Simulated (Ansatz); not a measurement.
**Pressure series of AlN (F-43m)**

```yaml
crystal:
  lattice:
    - [2.18868, 2.18868, 0.00000]
    - [-2.18868, 2.18868, 0.00000]
    - [0.00000, 2.18868, 2.18868]
  atoms:
    - { symbol: Al, position: [0.00000, 0.00000, 0.00000] }
    - { symbol: N, position: [0.25000, 0.75000, 0.50000] }
```

This is the zero-pressure cell under PBEsol. Cell and atoms are relaxed by PAW (default files of Ansatz 0.2.0, cutoff 420 eV, stress met within about 0.05 GPa) at each pressure, in this structure whether or not another phase would take over; P is the pressure reached, less that of this cell. Levels come from PBEsol, all-electron LAPW in Ansatz 0.2.0, scalar-relativistic; k mesh 10×10×10, fixed occupations, basis error target 0.5 meV/atom. Conduction levels are in eV over the valence top (at Γ), at fixed fractional wave vectors. Zone-centre phonons come from finite displacements by PAW, without the LO-TO term.

| P (GPa) | V/V₀ | X | Γ | L | T2 TO (cm⁻¹) |
| --- | --- | --- | --- | --- | --- |
| -2.04 | 1.0104 | 3.183 | 3.979 | 7.126 | 639.0 |
| 0.00 | 1.0000 | 3.188 | 4.070 | 7.219 | 648.7 |
| 1.92 | 0.9907 | 3.192 | 4.152 | 7.303 | 657.5 |
| 3.96 | 0.9812 | 3.197 | 4.237 | 7.389 | 666.6 |
| 6.95 | ? | ? | ? | ? | ? |
| 9.95 | 0.9556 | 3.208 | 4.474 | 7.629 | 692.0 |
| 14.95 | 0.9364 | 3.216 | 4.657 | 7.814 | 711.8 |

Problem. Fit the third-order Birch-Murnaghan equation to the rows shown.

Solution. With f = [(V₀/V)^(2/3) − 1]/2, the normalised pressure F = P/[3f(1 + 2f)^(5/2)] is 200.4 GPa at f = -0.0035, 200.5 GPa at f = 0.0031, 200.1 GPa at f = 0.0064, 199.9 GPa at f = 0.0154, 199.6 GPa at f = 0.0224. The line F = B₀[1 + (3/2)(B′ − 4)f] gives B₀ = 200.4 GPa and B′ = 3.9.

Problem. What are the volume deformation potentials and pressure coefficients of these levels at zero pressure?

Solution. 

| level | dE/dlnV (eV) | dE/dP = −(dE/dlnV)/B₀ (meV/GPa) | mean slope up to 1.9 GPa (meV/GPa) |
| --- | --- | --- | --- |
| X | -0.48 | 2.4 | 2.3 |
| Γ | -8.74 | 43.6 | 42.9 |
| L | -8.93 | 44.6 | 43.8 |

dE/dlnV is the slope of a cubic fit in ln V at V₀. The last column is read from two rows and shows how the slope bends with pressure.

Problem. What mode Grüneisen parameters follow?

Solution. γ = −d ln ω/d ln V at V₀ from a quadratic fit in ln V: T2 1.44.

Problem. What belongs in the row at 6.95 GPa?

Solution. The fits give V/V₀ = 0.9680 and X = 3.203 eV. Computed: V/V₀ = 0.9680, X = 3.203, Γ = 4.358, L = 7.512, T2 TO (cm⁻¹) = 679.6.

Limits of these numbers: this zinc-blende form is metastable at ambient conditions; no other phase was computed; many crystals of this kind change structure within this range, and rows or crossings beyond such a change describe a metastable lattice; the frozen-core PAW files of the relaxations were fitted under PBE, their cores solved anew for this functional; semilocal gaps are low, and the spacing of valleys can be off by tenths of an eV; levels are read at fixed fractional k, so an edge that moves off these points is missed.
